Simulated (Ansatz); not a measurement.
# Os (fcc type): how the settings move a single-point run

Question: which choices in the input matter for Os (fcc type)?

Program: Ansatz 0.2.0. Level of theory: reference: DFT, LDA, all-electron LAPW, scalar-relativistic. These are calculated values, not measurements.

1 further run of the same task is left out (set aside as unsound or not needed). Runs told in other sessions of the task aren't counted.

**1. The system as given**

The structure is cubic, space group Fm-3m (No. 225). The conventional cell has a = 3.470 Å, b = 3.470 Å, c = 3.470 Å, α = 90.00°, β = 90.00°, γ = 90.00°. Os (site symmetry m-3m) is surrounded by 12 Os at 2.45 Å.

Structure file:

```cif
data_structure
_symmetry_space_group_name_H-M 'P 1'
_symmetry_Int_Tables_number 1
_cell_length_a 2.4538
_cell_length_b 2.4538
_cell_length_c 2.4538
_cell_angle_alpha 60.000
_cell_angle_beta 60.000
_cell_angle_gamma 60.000
_cell_volume 10.45
loop_
_atom_site_label
_atom_site_type_symbol
_atom_site_fract_x
_atom_site_fract_y
_atom_site_fract_z
_atom_site_occupancy
Os1 Os 0.00000 0.00000 0.00000 1
```

**2. Baseline**

Contents of input.yaml:

```yaml
crystal:
  lattice:
    - [0.0, 1.7350976188, 1.7350976188]
    - [1.7350976188, 0.0, 1.7350976188]
    - [1.7350976188, 1.7350976188, 0.0]
  atoms:
    - { symbol: Os, position: [0.0, 0.0, 0.0] }
kpoints:
  mp_grid: { grid: [19, 19, 19] }
scf:
  occupations: { method: fermi_dirac, width: 0.08 }
hamiltonian:
  xc: lda
  pseudopotentials: { kind: all_electron, lapw: { basis_error: 0.001 } }
output:
  forces: true
  stress: true
  eigenvalues: true
  populations: true
```

Command:

```sh
$ ansatz run input.yaml --threads 1 --pin off --max-ram 2048MiB --backend cpu --events-out ev --progress --plain --runs-dir out
```

**3. Changed: hubbard.sites [{species: Os, l: d, u_eff: 5.0}], hubbard.double_counting fll**

Edit input.yaml of step 2 so:

```diff
@@ -14,2 +14,3 @@
   pseudopotentials: { kind: all_electron, lapw: { basis_error: 0.001 } }
+  hubbard: { sites: [{ species: Os, l: d, u_eff: 5.0 }], double_counting: fll }
 output:
```

**4. Changed: xc revpbe**

Edit input.yaml of step 2 so:

```diff
@@ -12,3 +12,3 @@
 hamiltonian:
-  xc: lda
+  xc: revpbe
   pseudopotentials: { kind: all_electron, lapw: { basis_error: 0.001 } }
```

What does the calculation give? Wanted: for each run, ending; energy change; pressure; gap; force.

As calculated:

```tsv
run	ending	energy change	pressure (GPa)	gap (eV)	force (eV/Å)	cycles	time
reference	converged	0	226.3	0.00	0.00	6	33 s
1: hubbard.sites [{species: Os, l: d, u_eff: 5.0}], hubbard.double_counting fll	converged	+5.16 eV/atom (Hubbard term changed: no physical gain or loss)	216.9	0.00	0.00	7	49 s
2: xc revpbe	converged	not comparable	260.1	0.00	0.00	6	35 s
```

Residual by cycle in the longest SCF loop of each run; runs are numbered as in the table. The quantity is the density residual dr2, in eV.

```tsv
cycle	reference	run 1	run 2
1	0.0223	0.0181	0.0244
2	0.00612	0.00468	0.00702
3	0.00125	4.2e-4	0.00142
4	9.4e-5	2.0e-5	1.0e-4
5	2.7e-7	2.4e-6	1.9e-7
6	2.2e-10	2.3e-8	4.4e-10
7	-	1.6e-10	-
```

A changed U is a change of model: its shifts are not errors of convergence. The structure is not at rest: the sound run finds 226 GPa, so these are no properties of the relaxed crystal. 
